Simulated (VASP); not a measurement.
# P (Cmce) in VASP: a series of runs

Runs on P. Level: PBEsol. Tasks: relaxation of cell and atoms.

All numbers are computed with VASP 6.6.1; they aren't measurements. Logs are shortened: lines on timing, memory, paths and dates and some standing lists are left out, and cuts for length are marked.

## 1. The structure

The structure is orthorhombic, space group Cmce (No. 64). Conventional cell: a = 3.316 Å, b = 10.484 Å, c = 4.379 Å, α = 90.00°, β = 90.00°, γ = 90.00°. P (site symmetry m) has 3 P at 2.22 to 2.24 Å as nearest neighbours.

## 2. Relaxation of cell and atoms, PBEsol

Input file INCAR:

```
PREC     = Accurate       # precision mode
ENCUT    = 520            # plane-wave cutoff, eV
EDIFF    = 1E-7           # SCF threshold, eV
ISMEAR   = 0              # smearing method
SIGMA    = 0.02           # smearing width, eV
LREAL    = False          # projectors in reciprocal space
LASPH    = True           # aspherical terms in the spheres
NELM     = 100            # most SCF steps
ALGO     = Normal         # electronic algorithm
ISIF     = 3              # what is computed and relaxed
LWAVE    = False          # write WAVECAR
LCHARG   = False          # write CHGCAR
GGA      = PS             # functional
IBRION   = 2              # ionic algorithm
NSW      = 80             # ionic steps
EDIFFG   = -0.002         # ionic threshold
```

Input file KPOINTS:

```
regular mesh
0
Gamma
  10 10 8
```

Input file POSCAR:

```
P
1.0
    1.6582000000     -5.2420000000      0.0000000000
    1.6582000000      5.2420000000      0.0000000000
    0.0000000000      0.0000000000      4.3793000000
P
4
Direct
    0.8983800000      0.1016200000      0.0806800000
    0.6016200000      0.3983800000      0.5806800000
    0.1016200000      0.8983800000      0.9193200000
    0.3983800000      0.6016200000      0.4193200000
```

Potentials or basis: VASP PAW PBE potentials, release 64 (P).

Run with:

```bash
> cat potpaw_PBE.64/P/POTCAR > POTCAR
> mpirun -np 1 vasp_std > vasp.out
```

OUTCAR:

```text
PREC = Accurate
   ENCUT = 520
   EDIFF = 1E-7
   ISMEAR = 0
   LREAL = False
   LASPH = True
   NELM = 100
   ISIF = 3
   GGA = PS
   IBRION = 2
   NSW = 80
   EDIFFG = -0.002

 ion  position               nearest neighbor table
   1  0.898  0.102  0.081-   4 2.22   4 2.22   3 2.24
   2  0.602  0.398  0.581-   3 2.22   3 2.22   4 2.24
   3  0.102  0.898  0.919-   2 2.22   2 2.22   1 2.24
   4  0.398  0.602  0.419-   1 2.22   1 2.22   2 2.24

  LATTYP: Found a base centered orthorhombic cell.
 ALAT       =     3.3164000000
 B/A-ratio  =     3.1612591967
 C/A-ratio  =     1.3204981305

  Lattice vectors:

 A1 = (   1.6582000000,  -5.2420000000,   0.0000000000)
 A2 = (   1.6582000000,   5.2420000000,   0.0000000000)
 A3 = (   0.0000000000,   0.0000000000,   4.3793000000)

Analysis of symmetry for initial positions (statically):
=====================================================================
 Subroutine PRICEL returns:
 Original cell was already a primitive cell.

 Routine SETGRP: Setting up the symmetry group for a
 base centered orthorhombic supercell.

 Subroutine GETGRP returns: Found  8 space group operations
 (whereof  4 operations were pure point group operations)
 out of a pool of  8 trial point group operations.

The static configuration has the point symmetry C_2h.
 The point group associated with its full space group is D_2h.

Analysis of symmetry for dynamics (positions and initial velocities):
=====================================================================
 Subroutine PRICEL returns:
 Original cell was already a primitive cell.

 Routine SETGRP: Setting up the symmetry group for a
 base centered orthorhombic supercell.

 Subroutine GETGRP returns: Found  8 space group operations
 (whereof  4 operations were pure point group operations)
 out of a pool of  8 trial point group operations.

The dynamic configuration has the point symmetry C_2h.
 The point group associated with its full space group is D_2h.

 Subroutine INISYM returns: Found  8 space group operations
 (whereof  4 operations are pure point group operations),
 and found     1 'primitive' translations

----------------------------------------------------------------------------------------

                                     Primitive cell

  volume of cell :      76.1322

  direct lattice vectors                    reciprocal lattice vectors
     1.658200000 -5.242000000  0.000000000     0.301531781 -0.095383441  0.000000000
     1.658200000  5.242000000  0.000000000     0.301531781  0.095383441  0.000000000
     0.000000000  0.000000000  4.379300000     0.000000000  0.000000000  0.228346996

  length of vectors
[... 97 lines left out ...]
   NELECT =      20.0000    total number of electrons
   NUPDOWN=      -1.0000    fix difference up-down
   EMIN   =  10.00;   EMAX   =-10.00  energy-range for DOS
   EFERMI =   0.00;   METHOD = LEGACY
   ISMEAR =     0;   SIGMA  =   0.02  broadening in eV -4-tet -1-fermi 0-gaus
   EFERMI_NEDOS =   21; number of points for ismear=-14 and -15
   IALGO  =     38    algorithm
   IMIX   =      4    mixing-type and parameters
     AMIX     =   0.40;   BMIX     =  1.00
     AMIX_MAG =   1.60;   BMIX_MAG =  1.00
  volume/ion in A,a.u.               =      19.03       128.44
  Fermi-wavevector in a.u.,A,eV,Ry     =   1.048484  1.981348 14.957149  1.099319
  Thomas-Fermi vector in A             =   2.183408
   LORBIT       =      0    0 simple, 1 ext, 2 COOP (PROOUT), +10 PAW based schemes
   GGA     = PS    functional components
   LHFCALC =     F    Hartree Fock is set to
   AEXX    =    0.0000 exact exchange contribution
   IVDW    =     0    specifies the selected vdW correction
   LEPSILON=     F    determine dielectric tensor
   LRPA    =     F    only Hartree local field effects (RPA)
 conjugate gradient relaxation of ions
 non-spin polarized calculation
 Gauss-broadening in eV      SIGMA  =   0.02
  energy-cutoff  :      520.00
  volume of cell :       76.13
 maximum number of plane-waves:      2076
 NGX is ok and might be reduce to    42
   NGX = 21   NGY = 21   NGZ = 17

--------------------------------------- Ionic step        1  -------------------------------------------

 number of electron      19.9999999 magnetization

 Free energy of the ion-electron system (eV)
  ---------------------------------------------------
  ext. energy  EPLUGINS =         0.00000000
  ---------------------------------------------------
  free energy    TOTEN  =       -23.03205965 eV

  energy without entropy =      -23.03196921  energy(sigma->0) =      -23.03201443

 E-fermi :   6.6114     XC(G=0):  -9.9983

 val. band max:        6.6065234231   @ k =   0.5000   0.4000   0.0000
 cond. band min:       6.6431714806   @ k =  -0.4000   0.1000   0.0000
 fundamental gap:      0.0366480575
 Fermi energy:         6.6114305109

 k-point     1 :       0.0000    0.0000    0.0000
  band No.  band energies     occupation
      1      -9.3044      2.00000
      2      -6.2431      2.00000
      3      -3.0005      2.00000
      4      -0.4727      2.00000
      5       1.5533      2.00000
      6       1.9068      2.00000
      7       2.5081      2.00000
      8       3.6730      2.00000
      9       4.0020      2.00000
     10       5.1629      2.00000
     11       7.2469      0.00000
     12       7.6002      0.00000
     13       8.3926      0.00000
     14       9.5538      0.00000
[... 498 lines left out ...]
  FREE ENERGIE OF THE ION-ELECTRON SYSTEM (eV)
  ---------------------------------------------------
  free  energy   TOTEN  =       -23.0376927769 eV

  energy  without entropy=      -23.0376123243  energy(sigma->0) =      -23.03765255

[... ionic steps 4 to 19 ...]

--------------------------------------- Ionic step       20  -------------------------------------------

 number of electron      19.9999999 magnetization

------------------------ aborting loop because EDIFF is reached ----------------------------------------
[... 71 lines left out ...]
--------------------------------------- Ionic step       22  -------------------------------------------

 number of electron      19.9999999 magnetization

 Free energy of the ion-electron system (eV)
  ---------------------------------------------------
  ext. energy  EPLUGINS =         0.00000000
  ---------------------------------------------------
  free energy    TOTEN  =       -23.05011414 eV

  energy without entropy =      -23.05001991  energy(sigma->0) =      -23.05006702

 E-fermi :   7.1600     XC(G=0): -10.2892

 val. band max:        7.0814858798   @ k =  -0.4000   0.3000   0.0000
 cond. band min:       7.1687387712   @ k =   0.5000   0.2000   0.0000
 fundamental gap:      0.0872528914
 Fermi energy:         7.1599953844

 k-point     1 :       0.0000    0.0000    0.0000
  band No.  band energies     occupation
      1      -8.8507      2.00000
      2      -5.5810      2.00000
      3      -2.0932      2.00000
      4      -0.1290      2.00000
      5       1.9951      2.00000
      6       2.7866      2.00000
      7       3.0707      2.00000
      8       4.2115      2.00000
      9       4.5349      2.00000
     10       5.7656      2.00000
     11       8.0247      0.00000
     12       8.2768      0.00000
     13       9.0120      0.00000
     14      10.4755      0.00000
[... 422 lines left out ...]
  FREE ENERGIE OF THE ION-ELECTRON SYSTEM (eV)
  ---------------------------------------------------
  free  energy   TOTEN  =       -23.0501141442 eV

  energy  without entropy=      -23.0500199052  energy(sigma->0) =      -23.05006702

 reached required accuracy - stopping structural energy minimisation
```

CONTCAR:

```text
P
   1.00000000000000
     1.6574486654058378   -5.1563273372264709   -0.0000000000000000
     1.6574486654058378    5.1563273372264709    0.0000000000000000
     0.0000000000000000   -0.0000000000000000    4.2136156553159720
  P
     4
Direct
     0.8952001421457955    0.1047998578542044    0.0738332530714893
     0.6047998578542045    0.3952001421457956    0.5738332530714891
     0.1047998578542044    0.8952001421457955    0.9261667469285109
     0.3952001421457956    0.6047998578542045    0.4261667469285106

  0.00000000E+00  0.00000000E+00  0.00000000E+00
  0.00000000E+00  0.00000000E+00  0.00000000E+00
  0.00000000E+00  0.00000000E+00  0.00000000E+00
  0.00000000E+00  0.00000000E+00  0.00000000E+00
```

It took 28 min on 1 thread of Intel Xeon Platinum 8259CL at 2.50GHz (Skylake/Cascade Lake), shared host; peak memory 0.32 GiB.

Results:

```
Free energy                            : -23.0501 eV
Relaxed volume                         : 18.01 Å³/atom
Relaxed cell                           : a = 5.416 Å, b = 5.416 Å, c = 4.214 Å, α = 90.00°, β = 90.00°, γ = 144.36°
Space group after relaxing (to 0.05 Å) : Cmce (No. 64)
Energy gained by relaxing              : 4.5 meV/atom
Ionic steps                            : 22
Pressure after relaxing                : 0.0 GPa
Band gap on the k mesh                 : none (metal or under the smearing width)
```

Step by step:
| step | energy change (eV) | largest force (eV/Å) | pressure (GPa) | volume (Å³) |
| --- | --- | --- | --- | --- |
| 1 | 0.0000 | 0.0687 | -0.98 | 76.13 |
| 2 | -0.0056 | 0.1581 | 0.26 | 74.86 |
| 3 | -0.0056 | 0.1537 | 0.19 | 74.92 |
| 4 | -0.0090 | 0.0477 | -0.08 | 74.62 |
| 5 | -0.0094 | 0.0072 | -0.21 | 74.47 |
| 6 | -0.0130 | 0.0364 | -0.22 | 73.96 |
| 7 | -0.0166 | 0.1015 | -0.18 | 72.76 |
| 8 | -0.0168 | 0.1051 | 0.25 | 71.93 |
| 9 | -0.0178 | 0.0226 | 0.03 | 72.34 |
| 10 | -0.0178 | 0.0220 | 0.03 | 72.34 |
| 11 | -0.0179 | 0.0027 | -0.09 | 72.31 |
| 12 | -0.0179 | 0.0066 | -0.12 | 72.30 |
| 13 | -0.0180 | 0.0059 | -0.08 | 72.20 |
| 14 | -0.0180 | 0.0112 | -0.01 | 72.03 |
| 15 | -0.0180 | 0.0024 | 0.02 | 72.00 |
| 16 | -0.0180 | 0.0017 | 0.03 | 72.00 |
| 17 | -0.0181 | 0.0004 | 0.00 | 72.02 |
| 18 | -0.0181 | 0.0005 | 0.00 | 72.02 |
| 19 | -0.0181 | 0.0007 | -0.01 | 72.03 |
| 20 | -0.0181 | 0.0006 | -0.01 | 72.02 |
| 21 | -0.0181 | 0.0006 | -0.01 | 72.02 |
| 22 | -0.0181 | 0.0008 | 0.00 | 72.02 |

Final structure:
```cif
data_structure
_symmetry_space_group_name_H-M 'P 1'
_symmetry_Int_Tables_number 1
_cell_length_a 5.4162
_cell_length_b 5.4162
_cell_length_c 4.2136
_cell_angle_alpha 90.000
_cell_angle_beta 90.000
_cell_angle_gamma 144.361
_cell_volume 72.02
loop_
_atom_site_label
_atom_site_type_symbol
_atom_site_fract_x
_atom_site_fract_y
_atom_site_fract_z
_atom_site_occupancy
P1 P 0.89520 0.10480 0.07383 1
P2 P 0.60480 0.39520 0.57383 1
P3 P 0.10480 0.89520 0.92617 1
P4 P 0.39520 0.60480 0.42617 1
```

Levels at points of the mesh, in eV from the Fermi level:
```
           k point  band 7  band 8  band 9  band 10  band 11  band 12  band 13  band 14
(0.00, 0.00, 0.00)   -4.09   -2.95   -2.63    -1.39     0.86     1.12     1.85     3.32
(0.50, 0.00, 0.00)   -3.30   -3.30   -2.71    -2.71     0.75     0.75     0.96     0.96
(0.50, 0.50, 0.00)   -4.34   -2.19   -1.86    -0.42     0.44     0.53     2.37     3.06
(0.00, 0.00, 0.50)   -3.11   -3.11   -1.00    -1.00     1.43     1.43     2.28     2.28
(0.50, 0.00, 0.50)   -5.78   -5.78   -2.12    -2.12     1.52     1.52     4.50     4.50
(0.50, 0.50, 0.50)   -2.54   -2.54   -1.37    -1.37     1.27     1.27     2.61     2.61
```

Caveat: the PAW data sets were made with another functional, which shifts forces and pressure a little.

(Part 1 of 2 ends here.)
